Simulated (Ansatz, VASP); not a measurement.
LiCl in VASP and in Ansatz

```
Li Cl
1.0
     3.92538    0.00000    0.00000
    -1.96269    3.39948    0.00000
     0.00000    0.00000    6.28939
Li Cl
2 2
Direct
  0.66667 0.33333 0.87779
  0.33333 0.66667 0.37779
  0.66667 0.33333 0.49721
  0.33333 0.66667 0.99721
```

Alike in both runs: task single point; functional r2SCAN; k mesh 9 × 9 × 4; occupations gaussian, width 0.02 eV; no spin polarisation.

|  | VASP | Ansatz |
| --- | --- | --- |
| version | VASP 6.6.1 | Ansatz 0.2.0 |
| potentials or method | VASP PAW PBE potentials, release 64 (Li_sv, Cl) | scalar-relativistic, plane waves, PAW |
| plane-wave cutoff (eV) | 520 | 500 |
| valence electrons in the cell | 20 | 20 |

```csv
,VASP,Ansatz,Ansatz less VASP
gap on the k mesh at the Fermi level (eV),6.65,6.60,-0.054
least direct gap on the mesh (eV),6.65,6.60,-0.054
rms of the force components (eV/Å),0.023,0.001,-0.0229
```

Atom by atom the forces differ by 0.024 eV/Å (rms over components).

Caveats: the PAW data sets were made with another functional, which shifts forces and pressure a little (VASP); an odd mesh through Γ misses points on the zone boundary, where band edges often lie.
